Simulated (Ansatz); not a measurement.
# How fast does S move in GeS?

Computed with DFT PBE, scalar-relativistic, plane waves, PAW in Ansatz. Run with 420 eV cutoff, 3×3×2 k-mesh, shifted by half a step, Gaussian smearing of 0.02 eV, no spin polarisation.

Host crystal, relaxed:

```
Ge S
1.0
    10.78541    0.00000    0.00000
     0.00000    3.66482    0.00000
     0.00000    0.00000    4.45824
Ge S
4 4
Direct
  0.87403 0.25000 0.36452
  0.12597 0.75000 0.63548
  0.62597 0.75000 0.86452
  0.37403 0.25000 0.13548
  0.65293 0.25000 0.50257
  0.34707 0.75000 0.49743
  0.84707 0.75000 0.00257
  0.15293 0.25000 0.99743
```

In a supercell of 16 host sites, interstitial S hops to an equivalent place, moving 2.32 Å. Climbing-image nudged elastic band at fixed cell; the order of the saddle wasn't checked, and the small cell leaves errors of about a tenth of an eV.

| image | path (Å) | E − E(0) (eV) |
| --- | --- | --- |
| 0 | 0.00 | 0.000 |
| 1 | 0.50 | 0.099 |
| 2 | 1.00 | 0.347 |
| 3 | 1.50 | 0.505 |
| 4 | 2.00 | 0.347 |
| 5 | 2.51 | 0.099 |
| 6 | 3.01 | 0.000 |

Question: What are the barriers forward and back, and what attempt frequency does the shape suggest?

Answer: Forward 0.50 eV, back 0.50 eV, the ends being level. For a sinusoidal profile E_b sin²(πx/l), with the S atom alone moving, ν = (1/l)√(E_b/2m) = 3.8×10¹² s⁻¹, within an order of magnitude of the customary 10¹³ s⁻¹; a true prefactor needs the vibrations at the minimum and at the saddle.

Question: With ν = 10¹³ s⁻¹, give the forward jump rate along this one path, the wait 1/k for that jump, the diffusivity D ≈ l²k and the distance √(Dt) covered in an hour at 300, 600 and 1000 K, taking the host as solid throughout.

Answer: k = ν exp(−E_b/k_BT):
| T (K) | k (1/s) | wait (s) | D (cm²/s) | √(Dt) in 1 h (nm) |
| --- | --- | --- | --- | --- |
| 300 | 3.3×10⁴ | 3.0×10⁻⁵ | 1.8×10⁻¹¹ | 2541 |
| 600 | 5.8×10⁸ | 1.7×10⁻⁹ | 3.1×10⁻⁷ | 3.3×10⁵ |
| 1000 | 2.9×10¹⁰ | 3.5×10⁻¹¹ | 1.5×10⁻⁵ | 2.4×10⁶ |

D = l²k holds for six equivalent jumps in three dimensions (z l²k/6) and is a scale otherwise. Long-range transport needs a connected net of such jumps, and traps slow it. D is that of an interstitial already there; self-diffusion in the crystal is slower by the defects' share of the sites. An error of 0.1 eV in the barrier changes k by a factor of 48 at 300 K and 3.2 at 1000 K.

Cost: 1 run of about 24 core-minutes, on Intel Xeon Processor @ 2.50GHz (Skylake/Cascade Lake) (shared hosts).